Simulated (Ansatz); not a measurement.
# Ru: the cost of one run

Program: Ansatz 0.2.0. Level of theory: DFT r2SCAN, plane waves, PAW, scalar-relativistic, no spin polarisation. These are calculated values, not measurements.

### Step 1. The starting structure

The cell holds 16 atoms (Ru16): a = 5.400 Å, b = 5.400 Å, c = 19.415 Å, α = 90.00°, β = 90.00°, γ = 60.00°.

As a file:

```cif
data_structure
_symmetry_space_group_name_H-M 'P 1'
_symmetry_Int_Tables_number 1
_cell_length_a 5.4000
_cell_length_b 5.4000
_cell_length_c 19.4152
_cell_angle_alpha 90.000
_cell_angle_beta 90.000
_cell_angle_gamma 60.000
_cell_volume 490.30
loop_
_atom_site_label
_atom_site_type_symbol
_atom_site_fract_x
_atom_site_fract_y
_atom_site_fract_z
_atom_site_occupancy
Ru1 Ru 0.83333 0.33333 0.05151 1
Ru2 Ru 0.33333 0.33333 0.05151 1
Ru3 Ru 0.83333 0.83333 0.05151 1
Ru4 Ru 0.33333 0.83333 0.05151 1
Ru5 Ru 0.00000 0.00000 0.16165 1
Ru6 Ru 0.50000 0.00000 0.16165 1
Ru7 Ru 0.00000 0.50000 0.16165 1
Ru8 Ru 0.50000 0.50000 0.16165 1
Ru9 Ru 0.83333 0.33333 0.27179 1
Ru10 Ru 0.33333 0.33333 0.27179 1
Ru11 Ru 0.83333 0.83333 0.27179 1
Ru12 Ru 0.33333 0.83333 0.27179 1
Ru13 Ru 0.00000 0.00000 0.38193 1
Ru14 Ru 0.50000 0.00000 0.38193 1
Ru15 Ru 0.00000 0.50000 0.38193 1
Ru16 Ru 0.50000 0.50000 0.38193 1
```

### Step 2. Preparing the start

input.yaml

```yaml
accuracy: low
crystal:
  lattice:
    - [5.4, 0.0, 0.0]
    - [2.7, 4.676537, 0.0]
    - [0.0, 0.0, 19.4152]
  atoms:
    - { symbol: Ru, position: [-0.1666667, 0.3333333, 0.051506] }
    - { symbol: Ru, position: [0.3333333, 0.3333333, 0.051506] }
    - { symbol: Ru, position: [-0.1666667, 0.8333333, 0.051506] }
    - { symbol: Ru, position: [0.3333333, 0.8333333, 0.051506] }
    - { symbol: Ru, position: [0.0, 0.0, 0.1616465] }
    - { symbol: Ru, position: [0.5, 0.0, 0.1616465] }
    - { symbol: Ru, position: [0.0, 0.5, 0.1616465] }
    - { symbol: Ru, position: [0.5, 0.5, 0.1616465] }
    - { symbol: Ru, position: [-0.1666667, 0.3333333, 0.2717871] }
    - { symbol: Ru, position: [0.3333333, 0.3333333, 0.2717871] }
    - { symbol: Ru, position: [-0.1666667, 0.8333333, 0.2717871] }
    - { symbol: Ru, position: [0.3333333, 0.8333333, 0.2717871] }
    - { symbol: Ru, position: [0.0, 0.0, 0.3819276] }
    - { symbol: Ru, position: [0.5, 0.0, 0.3819276] }
    - { symbol: Ru, position: [0.0, 0.5, 0.3819276] }
    - { symbol: Ru, position: [0.5, 0.5, 0.3819276] }
basis:
  ecutwfc: 500.0
kpoints:
  mp_grid: { grid: [2, 2, 1] }
hamiltonian:
  xc: r2scan
scf:
  occupations: { method: fermi_dirac, width: 0.05 }
  lower_state_search: "off"
relax:
  f_tol: 0.08
  max_steps: 25
  adjacent_minimum: "off"
  constraints: [{ sites: [0, 1, 2, 3] }]
output:
  write_density: true
  write_potential: true
  elf: true
  volumetric_format: npy
```

Command:

```console
> ansatz run input.yaml --threads 4 --pin off --max-ram 10240MiB --backend cpu --events-out ev --progress --plain --runs-dir out
```

**Question.** How long does this run take on 4 threads of Arm Neoverse V2, shared host, and how much memory does it need?

About 29 s, with a peak of 1.4 GiB.
